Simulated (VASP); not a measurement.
Input of a VASP 6.6.1 run:

INCAR

```
SYSTEM = Cu
PREC = Accurate
ENCUT = 600
EDIFF = 1E-6
ISMEAR = 1
SIGMA = 0.1
LREAL = .False.
LASPH = .True.
NELM = 80
ALGO = Normal
ISIF = 3
LWAVE = .False.
LCHARG = .False.
GGA = PS
IBRION = 2
NSW = 90
EDIFFG = -0.01
PSTRESS = 73.0
```

Contents of KPOINTS:

```
regular mesh
0
Gamma
  18 18 18
  0 0 0
```

File POSCAR:

```
Cu
1.0
    0.0000000000      1.8075000000      1.8075000000
    1.8075000000      0.0000000000      1.8075000000
    1.8075000000      1.8075000000      0.0000000000
Cu
1
Direct
    0.0000000000      0.0000000000      0.0000000000
```

Potentials or basis: VASP PAW PBE potentials, release 64 (Cu).

The run is started by

```bash
$ cat potpaw_PBE.64/Cu/POTCAR > POTCAR
$ mpirun -np 1 vasp_std > vasp.out
```

**Question.** What does it give for the relaxed volume?

**Answer.** 10.93 Å³/atom.

**Question.** What does it give for the relaxed cell?

**Answer.** a = 2.491 Å, b = 2.491 Å, c = 2.491 Å, α = 60.00°, β = 60.00°, γ = 60.00°.

Final structure:
```cif
data_structure
_symmetry_space_group_name_H-M 'P 1'
_symmetry_Int_Tables_number 1
_cell_length_a 2.4909
_cell_length_b 2.4909
_cell_length_c 2.4909
_cell_angle_alpha 60.000
_cell_angle_beta 60.000
_cell_angle_gamma 60.000
_cell_volume 10.93
loop_
_atom_site_label
_atom_site_type_symbol
_atom_site_fract_x
_atom_site_fract_y
_atom_site_fract_z
_atom_site_occupancy
Cu1 Cu 0.00000 0.00000 0.00000 1
```

Caveat: the cell is relaxed towards a set pressure, so the enthalpy falls and the energy may rise; the PAW data sets were made with another functional, which shifts forces and pressure a little.
